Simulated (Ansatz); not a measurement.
## Redistribution: C2H3Cl + C3H8S → C2H4S + C3H7Cl

Species: C2H3Cl `C=CCl`, singlet; C3H8S (1-propanethiol) `CCCS`, singlet; C2H4S `C=CS`, singlet; C3H7Cl (1-chloropropane) `CCCCl`, singlet. The partners trade Cl for SH; both sit on C, so the bond types are kept.

Shapes, held fixed at every level: PBE0-D4/def2-TZVP. Flexible molecules stand in one conformer, not always the lowest. Programs: Ansatz 0.2.0. Electronic energies: no zero-point or thermal term.

(1) Estimate ΔE of this reaction.

Answers

(1) The highest level, CCSD(T)/CBS estimate, gives ΔE = -7.9 kJ/mol; the levels span -9.4 to -7.0. The column of differences is taken from that level and isn't an error. No measured value is set beside it here. The CBS estimate extrapolates MP2 from def2-TZVPP and def2-QZVPP and adds CCSD(T) − MP2 in the triple-zeta set, cores frozen.

```tsv
level	kind	ΔE (kJ/mol)	less CCSD(T)/CBS estimate
PBE0-D4/def2-TZVPP	global hybrid	-8.5	-0.6
wB97M-V/def2-TZVPP	range-separated hybrid	-7.6	+0.3
wB97X-V/def2-TZVPP	range-separated hybrid	-7.8	+0.1
B2PLYP/def2-TZVPP	double hybrid	-9.4	-1.5
MP2/def2-TZVPP	perturbation theory	-7.0	+0.9
CCSD(T)/def2-TZVPP	coupled cluster or CI	-7.0	+0.9
CCSD/def2-TZVPP	coupled cluster or CI	-7.2	+0.7
CCSD(T)/CBS estimate	coupled cluster or CI	-7.9	0.0
```
